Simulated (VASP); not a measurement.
A run of VASP 6.6.1:

Contents of INCAR:

```
ALGO = Fast
EDIFF = 1E-7
EDIFFG = -0.01
ENCUT = 600
GGA = PS
IBRION = 2
ISIF = 2
ISMEAR = 0
LASPH = True
LCHARG = False
LREAL = False
LWAVE = False
NELM = 80
NSW = 40
PREC = Accurate
SIGMA = 0.03
```

The input KPOINTS:

```
k-points
0
Gamma
  8 8 8
```

File POSCAR:

```
PbSe                                    
1.0
    0.0000000000      3.0722021799      3.0722021799
    3.0722021799      0.0000000000      3.0722021799
    3.0722021799      3.0722021799      0.0000000000
  Pb              Se            
     1     1
Direct
     0.0000000000000000    0.0000000000000000    0.0000000000000000
     0.5000000000000000    0.5000000000000000    0.5000000000000000
```

Potentials or basis: VASP PAW PBE potentials, release 64 (Pb_d, Se).

Run with:

```sh
$ cat potpaw_PBE.64/Pb_d/POTCAR potpaw_PBE.64/Se/POTCAR > POTCAR
$ mpirun -np 1 vasp_std > vasp.out
```

Hardware: 1 thread of AMD EPYC 9R45 96-Core Processor (Zen 5) (shared host).

Problem. How long does it take, and how much memory?

Solution. Run time: 22 s on 1 thread of AMD EPYC 9R45 96-Core Processor (Zen 5), on a shared host, peak memory 0.19 GiB. Counts: scf iterations 15, k points 29, ion steps 1.
